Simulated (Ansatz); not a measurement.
## A computed series for Li2Se: pressure series

Base system: Li2Se in the anti-fluorite structure (space group Fm-3m, No. 225; a = 5.945 Å).

Cell and atoms are relaxed at each pressure.

Calculations: PBEsol (Ansatz, a program for electronic structure, PAW, no spin-orbit coupling).

Notes on the quantities. hole mass: degenerate bands, along [100].

| change | volume per atom | electron mass | band gap | hole mass |
|---|---|---|---|---|
| base | 17.51 Å³ | 0.61 mₑ along k, 0.31 mₑ across (at X) | 2.82 eV | 0.35, 0.78, 0.78 mₑ (at Γ) |
| pressure −2 GPa | 18.67 Å³ | 0.63 mₑ along k, 0.32 mₑ across (at X) | 2.87 eV | 0.35, 0.84, 0.84 mₑ (at Γ) |
| pressure −1 GPa | 18.04 Å³ | 0.62 mₑ along k, 0.31 mₑ across (at X) | 2.84 eV | 0.35, 0.81, 0.81 mₑ (at Γ) |
| pressure 0.3 GPa | 17.36 Å³ | 0.61 mₑ along k, 0.30 mₑ across (at X) | 2.81 eV | 0.35, 0.78, 0.78 mₑ (at Γ) |
| pressure 0.7 GPa | … | 0.61 mₑ along k, 0.30 mₑ across (at X) | … | … |
| pressure 1.5 GPa | 16.83 Å³ | 0.60 mₑ along k, 0.30 mₑ across (at X) | 2.78 eV | 0.35, 0.75, 0.75 mₑ (at Γ) |
| pressure 3 GPa | 16.26 Å³ | 0.60 mₑ along k, 0.29 mₑ across (at X) | 2.74 eV | 0.35, 0.72, 0.72 mₑ (at Γ) |
| pressure 5 GPa | 15.62 Å³ | 0.59 mₑ along k, 0.29 mₑ across (at X) | 2.69 eV | 0.35, 0.69, 0.69 mₑ (at Γ) |
| pressure 7.5 GPa | 14.96 Å³ | 0.59 mₑ along k, 0.28 mₑ across (at X) | 2.63 eV | 0.35, 0.65, 0.65 mₑ (at Γ) |
| pressure 10 GPa | 14.41 Å³ | 0.58 mₑ along k, 0.28 mₑ across (at X) | 2.58 eV | 0.35, 0.62, 0.62 mₑ (at Γ) |

**Question.** What belongs in the blanks?

**Answer.** 
- pressure 0.7 GPa, volume per atom: 17.18 Å³
- pressure 0.7 GPa, band gap: 2.80 eV
- pressure 0.7 GPa, hole mass: 0.35, 0.77, 0.77 mₑ (at Γ)

Load acts through the strain it causes; cell and atoms are relaxed under it. Effective masses come from finite differences of ±0.01 Å⁻¹. Along k means along the line from Γ to the band edge. Stability against distortions was not tested. No other phases were tried under pressure.
